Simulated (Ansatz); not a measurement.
Convergence notes, G0W0 on NaH (zincblende)

NaH in the zincblende structure, relaxed with r2SCAN; one-shot G0W0 in Ansatz without spin-orbit coupling. Spin-unpolarised throughout. Whether this structure exists isn't addressed.

```
Na H
1.0
     0.00000    2.59692    2.59692
     2.59692    0.00000    2.59692
     2.59692    2.59692    0.00000
Na H
1 1
Direct
  0.00000 0.00000 0.00000
  0.25000 0.25000 0.25000
```

Gaps are read over the mesh points alone. G0W0 here is at a finite number of bands, screening cutoff and k mesh, not at the basis limit.
```json
{"start": "PBE", "potentials": "PAW", "frequency model": "contour deformation", "mesh": "6×6×6", "empty bands": "79", "screening cutoff (eV)": "100", "Kohn-Sham gap (eV)": "3.63", "G0W0 gap (eV)": "5.75"}
{"start": "PBE", "potentials": "PAW", "frequency model": "contour deformation", "mesh": "6×6×6", "empty bands": "192", "screening cutoff (eV)": "180", "Kohn-Sham gap (eV)": "3.63", "G0W0 gap (eV)": "5.85"}
{"start": "PBE", "potentials": "PAW", "frequency model": "contour deformation", "mesh": "6×6×6", "empty bands": "372", "screening cutoff (eV)": "260", "Kohn-Sham gap (eV)": "3.63", "G0W0 gap (eV)": "5.89"}
{"start": "HSE06", "potentials": "PAW", "frequency model": "contour deformation", "mesh": "6×6×6", "empty bands": "192", "screening cutoff (eV)": "180", "Kohn-Sham gap (eV)": "4.64", "G0W0 gap (eV)": "6.58"}
{"start": "r2SCAN", "potentials": "PAW", "frequency model": "contour deformation", "mesh": "6×6×6", "empty bands": "192", "screening cutoff (eV)": "180", "Kohn-Sham gap (eV)": "4.07", "G0W0 gap (eV)": "6.23"}
{"start": "PBE0", "potentials": "PAW", "frequency model": "contour deformation", "mesh": "6×6×6", "empty bands": "192", "screening cutoff (eV)": "180", "Kohn-Sham gap (eV)": "5.34", "G0W0 gap (eV)": "6.88"}
{"start": "PBE", "potentials": "PAW", "frequency model": "Godby-Needs pole", "mesh": "6×6×6", "empty bands": "192", "screening cutoff (eV)": "180", "Kohn-Sham gap (eV)": "3.63", "G0W0 gap (eV)": "5.90"}
{"start": "PBE", "potentials": "PAW", "frequency model": "contour deformation", "mesh": "8×8×8", "empty bands": "56", "screening cutoff (eV)": "80", "Kohn-Sham gap (eV)": "3.61", "G0W0 gap (eV)": "5.67"}
{"start": "PBE", "potentials": "norm-conserving", "frequency model": "contour deformation", "mesh": "6×6×6", "empty bands": "192", "screening cutoff (eV)": "180", "Kohn-Sham gap (eV)": "3.63", "G0W0 gap (eV)": "5.84"}
```

The quasiparticle gap on this mesh is 5.89 eV (k = (1/6, -1/2, -1/3) to L), against 3.63 eV from PBE: +2.25 eV. Renormalisation factors Z lie between 0.67 and 0.82.

Raising bands and cutoff together moves the gap by +0.10 eV (100 to 180 eV), then +0.04 eV (180 to 260 eV); the last step is still large, so the basis limit isn't reached. Starting from HSE06 (4.64 eV against PBE's 3.63 eV) gives 6.58 eV, +0.73 eV from G0W0@PBE at the same screening cutoff. Starting from r2SCAN (4.07 eV against PBE's 3.63 eV) gives 6.23 eV, +0.38 eV from G0W0@PBE at the same screening cutoff. Starting from PBE0 (5.34 eV against PBE's 3.63 eV) gives 6.88 eV, +1.03 eV from G0W0@PBE at the same screening cutoff. The Godby-Needs plasmon pole differs from contour deformation by +0.05 eV. Norm-conserving potentials (wave cutoff 1197 eV against 420 eV) shift the quasiparticle gap by -0.01 eV and the PBE gap by 0.00 eV. r2SCAN runs take a wave cutoff of 500 eV.

Coordinates of k points refer to the reciprocal vectors of the primitive cell of the runs.
